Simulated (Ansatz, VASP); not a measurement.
CdSe in VASP and in Ansatz

File INCAR:

```
SYSTEM = CdSe
ALGO = Normal ; EDIFF = 1E-6
EDIFFG = -0.01 ; ENCUT = 600
GGA = PE ; IBRION = 2
ISIF = 3 ; ISMEAR = -1
LASPH = .TRUE. ; LCHARG = .FALSE.
LREAL = .FALSE. ; LWAVE = .FALSE.
NELM = 100 ; NSW = 60
PREC = Accurate ; SIGMA = 0.05
```

File KPOINTS:

```
k-points
0
G
  8 8 8
  0 0 0
```

File POSCAR:

```
CdSe
1.0
    0.0000000000      3.0702711986      3.0702711986
    3.0702711986      0.0000000000      3.0702711986
    3.0702711986      3.0702711986      0.0000000000
Cd Se
1 1
Direct
    0.0000000000      0.0000000000      0.0000000000
    0.2500000000      0.2500000000      0.2500000000
```

The input input.yaml:

```yaml
crystal:
  lattice:
    - [0.0, 3.0702711986, 3.0702711986]
    - [3.0702711986, 0.0, 3.0702711986]
    - [3.0702711986, 3.0702711986, 0.0]
  atoms:
    - { symbol: Cd, position: [0.0, 0.0, 0.0] }
    - { symbol: Se, position: [0.25, 0.25, 0.25] }
hamiltonian:
  xc: pbe
  pseudopotentials: { kind: paw }
kpoints:
  mp_grid: { grid: [8, 8, 8] }
scf:
  occupations: { method: fermi_dirac, width: 0.05 }
output:
  forces: true
  stress: true
relax:
  f_tol: 0.01
  max_steps: 40
  cell: { stress_tol: 0.05 }
```

Measurements of this composition are mostly on another form, of space group No. 186.

Alike in both runs: task relaxation of cell and atoms; functional PBE; k mesh 8 × 8 × 8; occupations fermi-dirac, width 0.05 eV; no spin polarisation.

|  | VASP | Ansatz |
| --- | --- | --- |
| version | VASP 6.6.1 | Ansatz 0.2.0 |
| potentials or method | VASP PAW PBE potentials, release 64 (Cd, Se) | Ansatz PAW |
| plane-wave cutoff (eV) | 600 | 420 |
| valence electrons in the cell | 18 | 36 |

VASP gave:

| Quantity | Value |
| --- | --- |
| relaxed volume (Å³/atom) | 29.87 |
| relaxed cell length with the largest relative difference (Å) | 4.388 |
| energy change over the relaxation (meV/atom) | -4 |

**Question.** Estimate Ansatz's values.

**Answer.** Relaxed volume (Å³/atom): 29.75; relaxed cell length with the largest relative difference (Å): 4.382; energy change over the relaxation (meV/atom): -3.

The two sets of potentials don't hold the same shells in valence.

Caveats: the plane-wave basis is chosen anew once the cell has moved, so the energies of steps on either side of that aren't comparable (Ansatz).
